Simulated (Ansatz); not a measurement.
Crystal: FeO (Wuestite).

```
CELL_PARAMETERS angstrom
1.51882 0.87689 2.51958
-1.51882 0.87689 2.51958
0.00000 -1.75378 2.51958
ATOMIC_POSITIONS crystal
Fe 0.00000 0.00000 0.00000
O 0.50000 0.50000 0.50000
```

Base run:

* Program: Ansatz 0.2.0
* Functional: PBE
* Potentials or basis: Ansatz PAW
* Cutoff: 420 eV (not typed: the program's choice for these potentials)
* k mesh: 11 × 11 × 11
* Occupations: fermi-dirac, width 0.05 eV
* Spin: no spin polarisation

Its results: band gap on the k mesh none (metal or under the smearing width); pressure -26.2 GPa.

Question: The run is repeated on the same cell with these changes: spin from no spin polarisation to collinear spin, random start. What comes out?

Answer: Band gap on the k mesh none (metal or under the smearing width); pressure -1.2 GPa; net moment -4.00 μB per cell; site moments Fe -3.45; O -0.32 μB.

Caveats: semilocal functionals often make such compounds metallic where correlation or magnetic order opens a gap, which also shifts bond lengths; a cell with one magnetic atom can't hold antiferromagnetic order, which such compounds often take (some runs).
